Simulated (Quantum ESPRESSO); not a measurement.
Runs of Quantum ESPRESSO 7.5 on PbO (Litharge). The structure is tetragonal, space group P4/nmm (No. 129). Conventional cell: a = 3.990 Å, b = 3.990 Å, c = 5.010 Å, α = 90.00°, β = 90.00°, γ = 90.00°. Around Pb (site symmetry 4mm) lie 4 O at 2.33 Å. O (site symmetry -4m2) is surrounded by 4 Pb at 2.33 Å. 

```csv
level,potentials or basis,k mesh,cutoff (eV),form of the LDA,mesh quality,gap on the mesh (eV)
PBEsol,PseudoDojo 0.4.1 SR PBEsol standard,2 × 2 × 2,1143,-,coarse,1.09
LDA,PseudoDojo 0.4.1 SR LDA standard,2 × 2 × 2,1143,PW92,coarse,1.12
PBEsol,PseudoDojo 0.4.1 SR PBEsol standard,4 × 4 × 4,1143,-,not flagged,1.09
PBEsol,PseudoDojo 0.4 SR PBEsol stringent,2 × 2 × 2,1252,-,coarse,(a)
```

Alike in all rows: task single point; no spin polarisation; cell as given; smearing fixed.

**Question.** Fill in the values left out.

**Answer.** (a) 1.11.

Caveats: some runs use coarse meshes; spin-orbit coupling is left out, which as a rule narrows the gap of such compounds by several tenths of an eV.

A k mesh can miss the band edges, and the runs leave out spin-orbit coupling on Pb.

The runs don't all hold the same shells in valence.
